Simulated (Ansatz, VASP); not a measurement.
**Two plane-wave programs on Si3Ge**

```
CELL_PARAMETERS angstrom
3.86250 0.00000 0.00000
-1.93125 3.34502 0.00000
0.00000 0.00000 6.38500
ATOMIC_POSITIONS crystal
Ge 0.33333 0.66667 0.00000
Si 0.66667 0.33333 0.50000
Si 0.33333 0.66667 0.37400
Si 0.66667 0.33333 0.87400
```

The cell comes from a database or a generator and needn't be the stable form of this composition.

Alike in both runs: task relaxation of the atoms; functional PBEsol; k mesh 12 × 12 × 6; occupations gaussian, width 0.02 eV; no spin polarisation.

```csv
,VASP,Ansatz
version,VASP 6.6.1,Ansatz 0.2.0
potentials or method,"VASP PAW PBE potentials, release 64 (Ge_d, Si)","scalar-relativistic, plane waves, PAW"
plane-wave cutoff (eV),520,420
valence electrons in the cell,26,26
```

Ansatz gave:

| Item | Value |
| --- | --- |
| gap on the k mesh at the Fermi level, each at its own relaxed structure (eV) | 0.28 |
| energy change over the relaxation (meV/atom) | -3 |

**Question.** What did VASP give for the same quantities?

**Answer.** gap on the k mesh at the Fermi level, each at its own relaxed structure (eV): 0.28; energy change over the relaxation (meV/atom): -2.

Ansatz warned: «stress_scf_threshold_loose».
